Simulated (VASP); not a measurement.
All values below come from PBEsol GGA, VASP's PBE PAW potentials (set 64) (plane waves; VASP).

A VASP calculation is set up with these files.

File POSCAR:
```
InN
1
    1.7511866163    -3.0331442627     0.0000000000
    1.7511866163     3.0331442627     0.0000000000
    0.0000000000     0.0000000000     5.6541807489
In N
2 2
Direct
  0.6666670000   0.3333330000   0.4998915258
  0.3333330000   0.6666670000   0.9998915258
  0.6666670000   0.3333330000   0.8791084742
  0.3333330000   0.6666670000   0.3791084742
```

**INCAR**
```
ALGO = Normal
EDIFF = 1E-7
EDIFFG = -0.01
ENCUT = 520
GGA = PS
IBRION = 2
ISIF = 4
ISMEAR = 1
LASPH = .TRUE.
LCHARG = .FALSE.
LMAXMIX = 4
LREAL = .FALSE.
LWAVE = .FALSE.
NELM = 100
NSW = 30
PREC = Accurate
SIGMA = 0.1
SYSTEM = InN
```

### KPOINTS
```
Automatic
0
gamma
10 10 6
```

POTCAR, in this order: In_d N (PBE.64 set). Program: vasp_std.

The run wrote:

File OSZICAR:
```
       N       E                     dE             d eps       ncg     rms          rms(c)
DAV:   1     0.348044294150E+03    0.34804E+03   -0.18459E+04  2464   0.232E+03
DAV:   2     0.193486918607E+02   -0.32870E+03   -0.32062E+03  2542   0.485E+02
DAV:   3    -0.258062112940E+02   -0.45155E+02   -0.44133E+02  3318   0.186E+02
DAV:   4    -0.272872915109E+02   -0.14811E+01   -0.14778E+01  3014   0.362E+01
DAV:   5    -0.273338573879E+02   -0.46566E-01   -0.46550E-01  3160   0.587E+00    0.143E+01
DAV:   6    -0.230797002452E+02    0.42542E+01   -0.17935E+01  4186   0.608E+01    0.106E+01
DAV:   7    -0.231888528854E+02   -0.10915E+00   -0.21182E+00  2554   0.116E+01    0.334E+00
DAV:   8    -0.231465042151E+02    0.42349E-01   -0.20303E-01  3992   0.512E+00    0.174E+00
DAV:   9    -0.231315563497E+02    0.14948E-01   -0.48584E-02  4088   0.355E+00    0.419E-01
DAV:  10    -0.231298636357E+02    0.16927E-02   -0.65253E-03  3962   0.119E+00    0.205E-01
DAV:  11    -0.231302034330E+02   -0.33980E-03   -0.53762E-03  4094   0.752E-01    0.156E-01
DAV:  12    -0.231299533453E+02    0.25009E-03   -0.13366E-03  3812   0.467E-01    0.307E-02
DAV:  13    -0.231299650102E+02   -0.11665E-04   -0.88439E-05  3624   0.859E-02    0.120E-02
DAV:  14    -0.231299642931E+02    0.71707E-06   -0.27557E-06  3664   0.237E-02    0.112E-02
DAV:  15    -0.231299641463E+02    0.14684E-06   -0.68562E-07  3088   0.554E-03    0.499E-03
DAV:  16    -0.231299635753E+02    0.57098E-06   -0.21924E-06  3054   0.190E-02    0.123E-03
DAV:  17    -0.231299635913E+02   -0.15975E-07   -0.26754E-07  2406   0.334E-03
   1 F= -.23129964E+02 E0= -.23130046E+02  d E =-.231300E+02
```

OUTCAR:
```
------------------------ aborting loop because EDIFF is reached ----------------------------------------
  FORCE on cell =-STRESS in cart. coord.  units (eV):
  Direction    XX          YY          ZZ          XY          YZ          ZX
  --------------------------------------------------------------------------------------
  Total        1.7346317      1.7346318      1.6831998      0.0000000     -0.0000000     -0.0000000
  in kB       46.2692735     46.2692756     44.8973875      0.0000000     -0.0000000     -0.0000000
  external PRESSURE =      45.8119788 kB  Pullay stress =       0.0000000 kB
  volume of cell :       60.07
      direct lattice vectors                 reciprocal lattice vectors
     1.751186616 -3.033144263  0.000000000     0.285520684 -0.164845440  0.000000000
     1.751186616  3.033144263  0.000000000     0.285520684  0.164845440  0.000000000
     0.000000000  0.000000000  5.654180749     0.000000000  0.000000000  0.176860282
 POSITION                                       TOTAL-FORCE (eV/Angst)
 -----------------------------------------------------------------------------------
      1.75119     -1.01105      2.82648        -0.000000     -0.000000      0.008759
      1.75119      1.01105      5.65357         0.000000      0.000000      0.008759
      1.75119     -1.01105      4.97064        -0.000000      0.000000     -0.008759
      1.75119      1.01105      2.14355         0.000000     -0.000000     -0.008759
 -----------------------------------------------------------------------------------
    total drift:                                0.000000      0.001482      0.000267
  FREE ENERGIE OF THE ION-ELECTRON SYSTEM (eV)
  ---------------------------------------------------
  free  energy   TOTEN  =       -23.1299635913 eV

  energy  without entropy=      -23.1302109370  energy(sigma->0) =      -23.13004604

 reached required accuracy - stopping structural energy minimisation
```
(Selected blocks of OUTCAR.)

The compound is InN in the wurtzite structure. This cell is one point of a volume scan, at 0.97 of the reference volume.
